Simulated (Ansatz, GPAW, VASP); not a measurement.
# BAs: 3 runs at one level of theory

```
As B
1.0
     0.00000    2.38850    2.38850
     2.38850    0.00000    2.38850
     2.38850    2.38850    0.00000
As B
1 1
Cartesian
  3.5827 3.5827 3.5827
  0.0000 0.0000 0.0000
```

Alike in all runs: task single point; functional PBE; k mesh 10 × 10 × 10; occupations gaussian, width 0.023 eV; no spin polarisation; no spin-orbit coupling. Pressure is positive in compression and, in plane waves, holds the error of the finite cutoff.

```json
{"program and potentials": "Ansatz, all-electron LAPW, scalar-relativistic", "plane-wave cutoff (eV)": "-", "notes": "-", "band gap (eV)": "1.19", "pressure (GPa)": "2.73"}
{"program and potentials": "GPAW, GPAW PAW data sets (gpaw-data 1.2.1)", "plane-wave cutoff (eV)": "800", "notes": "-", "band gap (eV)": "1.18", "pressure (GPa)": "3.28"}
{"program and potentials": "VASP, PBE PAW files As, B, 520 eV", "plane-wave cutoff (eV)": "520", "notes": "-", "band gap (eV)": "1.18", "pressure (GPa)": "3.43"}
```

The band gap spans 1.18 (VASP, PBE PAW files As, B, 520 eV) to 1.19 eV (Ansatz, all-electron LAPW, scalar-relativistic), with all-electron results at 1.19. The pressure spans 2.73 (Ansatz, all-electron LAPW, scalar-relativistic) to 3.43 GPa (VASP, PBE PAW files As, B, 520 eV), with all-electron results at 2.73. Spin-orbit coupling, left out here, moves the band edges of heavy atoms. The gap is indirect and read on the mesh alone.

Differences between rows come from potentials, basis sets and numerical settings, since the functional is the same but for its coding. Runs on potential files found faulty are left out.

The three runs agree closely on the gap, at 1.18 to 1.19 eV, so the choice of potential or basis hardly affects it. The value is nevertheless clearly below the accepted gap of BAs. The likely cause is the semilocal functional, which lacks the derivative discontinuity of the exchange-correlation potential, and the agreement between codes can't remove that error.

An indirect gap fits the strongly covalent, weakly polar bonding of BAs. Boron and arsenic are close in electronegativity, and the bands resemble those of silicon or diamond more than those of GaAs: the valence-band top is made of bonding p states at the zone centre, while the conduction-band minimum lies away from it, towards X.

The pressure is positive in every run, so at this volume the crystal tends to expand. This suggests that the cell is smaller than the PBE equilibrium cell, in line with the functional's usual slight underbinding of such semiconductors. A single volume gives neither the equilibrium lattice constant nor the response of the gap to strain.
